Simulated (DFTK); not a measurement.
# FeO (Wuestite) (R-3m) in DFTK: reference runs

Aim: a first look at FeO (Wuestite) with PBE, on the cell as given.

Everything below comes from runs of DFTK 0.8.2. Logs are shortened: lines on timing, memory, paths and dates and some standing lists are left out, and cuts for length are marked.

### Step 1. Starting point

The structure is trigonal, space group R-3m (No. 166). The conventional cell has a = 3.038 Å, b = 3.038 Å, c = 7.559 Å, α = 90.00°, β = 90.00°, γ = 120.00°. Fe (site symmetry -3m) has 6 O at 2.16 Å as nearest neighbours. Around O (site symmetry -3m) lie 6 Fe at 2.16 Å.

### Step 2. Single point, PBE, collinear spin, ferromagnetic start

run.jl

```julia
using DFTK
using PseudoPotentialData
using Unitful, UnitfulAtomic
using LinearAlgebra, Printf
include("save.jl")
disable_threading()

# lattice vectors are the columns
lattice = austrip(1u"Å") * [  1.5188209023  -1.5188209023            0.0;
             0.8768916568   0.8768916568  -1.7537833136;
             2.5195772846   2.5195772846   2.5195772846]
symbols   = [:Fe, :O]
positions = [[0.0, 0.0, 0.0],
             [0.5, 0.5, 0.5]]
pseudopotentials = PseudoFamily("dojo.nc.sr.pbe.v0_4_1.standard.upf")
elements = Dict(s => ElementPsp(s, pseudopotentials) for s in unique(symbols))
atoms    = [elements[s] for s in symbols]
magnetic_moments = [3.0, 0.0]

build_model(lattice, positions; symmetries=true) =
    model_DFT(lattice, atoms, positions;
              functionals=PBE(),
              magnetic_moments,
              spin_polarization=:collinear,
              temperature=austrip(0.05u"eV"),
              smearing=Smearing.FermiDirac(),
              symmetries)
Ecut  = 45.0  # hartree
kgrid = [11, 11, 11]
tol   = 1e-6
to_GPa = ustrip(uconvert(u"GPa", 1u"hartree/bohr^3"))

model = build_model(lattice, positions)
basis = PlaneWaveBasis(model; Ecut, kgrid)
display(basis)
scfres = self_consistent_field(basis;
                               tol,
                               ρ=guess_density(basis, magnetic_moments),
                               nbandsalg=AdaptiveBands(model; n_bands_converge=17))
display(scfres.energies)
@printf "Fermi level: %.6f eV\n" ustrip(auconvert(u"eV", something(scfres.εF, NaN)))
forces = compute_forces_cart(scfres)
println("Forces (eV/Å)")
for (s, f) in zip(symbols, forces)
    @printf "%-3s %12.6f %12.6f %12.6f\n" s ustrip.(auconvert.(u"eV/Å", f))...
end
stress = compute_stresses_cart(scfres)
println("Stress (GPa)")
display(round.(stress * to_GPa; digits=4))
@printf "Total moment: %.4f μB\n" sum(spin_density(scfres.ρ)) * scfres.basis.dvol
println("Levels at the first k-point (eV): ", round.(ustrip.(auconvert.(u"eV", scfres.eigenvalues[1][1:scfres.n_bands_converge])); digits=4))
save_scf!(scfres; forces, stress)
```

Potentials or basis: dojo.nc.sr.pbe.v0_4_1.standard.upf (PBE).

Launch:

```
julia --threads=1 run.jl  # save.jl only writes the numbers to a file and isn't shown; printed stress counts tension as positive; times include loading and compiling
```

The log of the run:

```text
PlaneWaveBasis discretization:

    Ecut                 : 45.0 Ha
    fft_size             : (40, 40, 40), 64000 total points
    kgrid                : MonkhorstPack([11, 11, 11])
    num.   red. kpoints  : 1331
    num. irred. kpoints  : 146

    Discretized Model(gga_x_pbe+gga_c_pbe, 3D):
        lattice (in Bohr)    : [2.87016   , -2.87016  , 0         ]
                               [1.65709   , 1.65709   , -3.31417  ]
                               [4.76131   , 4.76131   , 4.76131   ]
        unit cell volume     : 135.87 Bohr³

        atoms                : FeO
        pseudopot. family    : PseudoFamily("dojo.nc.sr.pbe.v0_4_1.standard.upf")

        num. electrons       : 22
        spin polarization    : collinear
        temperature          : 0.0018375 Ha
        smearing             : DFTK.Smearing.FermiDirac()

        terms                : Kinetic()
                               AtomicLocal()
                               AtomicNonlocal()
                               Ewald(nothing)
                               PspCorrection()
                               Hartree()
                               Xc(gga_x_pbe, gga_c_pbe)
                               Entropy()
n     Energy            log10(ΔE)   log10(Δρ)   Magnet   |Magn|   Diag   Δtime
---   ---------------   ---------   ---------   ------   ------   ----   ------
  1   -141.7915566159                   -0.51    4.001    4.001    4.4    68.6s
  2   -141.8605748612       -1.16       -1.10    4.001    4.004    2.0    37.7s
  3   -141.8646218663       -2.39       -1.67    4.001    4.013    2.3    35.5s
  4   -141.8647470151       -3.90       -2.16    4.001    4.017    1.0    24.8s
  5   -141.8647548249       -5.11       -2.53    4.001    4.019    2.0    33.2s
  6   -141.8647560354       -5.92       -2.93    4.001    4.020    1.5    29.5s
  7   -141.8647569801       -6.02       -3.11    4.001    4.020    1.3    27.4s
  8   -141.8647574419       -6.34       -3.86    4.001    4.020    2.0    30.9s
  9   -141.8647574500       -8.09       -4.28    4.001    4.020    2.3    34.3s
 10   -141.8647574517       -8.78       -4.60    4.001    4.020    1.3    27.8s
 11   -141.8647574518      -10.06       -4.77    4.001    4.020    1.6    35.8s
 12   -141.8647574518      -10.23       -5.08    4.001    4.020    1.4    33.1s
 13   -141.8647574518   +  -10.43       -5.36    4.001    4.020    1.8    41.9s
 14   -141.8647574519      -10.28       -5.64    4.001    4.020    1.0    32.9s
 15   -141.8647574519      -11.62       -6.06    4.001    4.020    1.5    34.7s
Energy breakdown (in Ha):
    Kinetic             69.0724277
    AtomicLocal         -125.4471230
    AtomicNonlocal      -9.7514942
    Ewald               -94.8452022
    PspCorrection       3.4323467
    Hartree             37.6929595
    Xc                  -22.0182499
    Entropy             -0.0004220

    total               -141.864757451859
Fermi level: 10.375908 eV
Forces (eV/Å)
Fe     -0.000000     0.000000     0.000000
O      -0.000000    -0.000000    -0.000000
Stress (GPa)
3×3 StaticArraysCore.SMatrix{3, 3, Float64, 9} with indices SOneTo(3)×SOneTo(3):
  1.6394  0.0     0.0
 -0.0     1.6394  0.0
  0.0     0.0     2.6143
Total moment: 4.0011 μB
Levels at the first k-point (eV): [-79.5441, -45.7032, -45.6882, -45.6882, -10.4032, 6.228, 6.2904, 6.2904, 6.3578, 6.4315, 6.4315, 6.4574, 6.4574, 10.3211, 25.5321, 26.9102, 27.3189]
```

It took 14 min on 1 thread of Intel Xeon Platinum 8488C (Sapphire Rapids), shared host; peak memory 3 GiB.

What came out:

| Property | Result |
| --- | --- |
| Free energy | -3860.3367 eV |
| Pressure | -2.0 GPa |
| Band gap on the k mesh | none (metal or under the smearing width) |
| Net moment | 4.00 μB per cell |
| Absolute moment | 4.02 μB per cell |
| Site moments | Fe +3.66; O +0.34 μB |

Caveat: a cell with one magnetic atom can't hold antiferromagnetic order, which such compounds often take; semilocal functionals often make such compounds metallic where correlation or magnetic order opens a gap, which also shifts bond lengths. With open d or f shells a metallic result of PBE can be an artefact of self-interaction; +U or a hybrid may open a gap.
